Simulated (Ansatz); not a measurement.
# MoP: the cost of one run

The runs shown are made with Ansatz 0.2.0. PAW datasets, plane waves, zero pressure. Computed at 0 K without zero-point motion; spin polarisation is off.

3 further runs of the same task are left out: 3 set aside as unsound or not needed.

### 1 The system as given

Space group P-6m2 (No. 187), hexagonal; conventional cell a = 3.223 Å, c = 3.191 Å, 14.35 Å³ an atom. Around Mo lie 6 P at 2.45 Å; around P lie 6 Mo at 2.45 Å.

Coordinates:

```xyz
2
Lattice="3.2230 0.0000 0.0000 -1.6115 2.7912 0.0000 0.0000 0.0000 3.1910" Properties=species:S:1:pos:R:3 pbc="T T T"
Mo    0.0000    0.0000    0.0000
P     0.0000    1.8608    1.5955
```

### 2 PBE: cell and atoms

Contents of input.yaml:

```yaml
crystal:
  lattice:
    - [3.223, 0.0, 0.0]
    - [-1.6115, 2.7911998764, 0.0]
    - [0.0, 0.0, 3.191]
  atoms:
    - { symbol: Mo, position: [0.0, 0.0, 0.0] }
    - { symbol: P, position: [0.3333333333, 0.6666666667, 0.5] }
kpoints:
  mp_grid: { grid: [12, 12, 8] }
hamiltonian:
  xc: pbe
scf:
  occupations: { method: fermi_dirac, width: 0.02 }
relax:
  f_tol: 0.005
  cell: {}
```

Started as:

```bash
> ansatz run input.yaml --threads 1 --pin off --max-ram 2304MiB --backend cpu --events-out ev --progress --plain --runs-dir out
```

**Question.** How long does this run take on 1 thread of Intel Xeon Platinum 8488C (Sapphire Rapids), shared host, and how much memory does it need?

About 14 s, with a peak of 0.41 GiB.
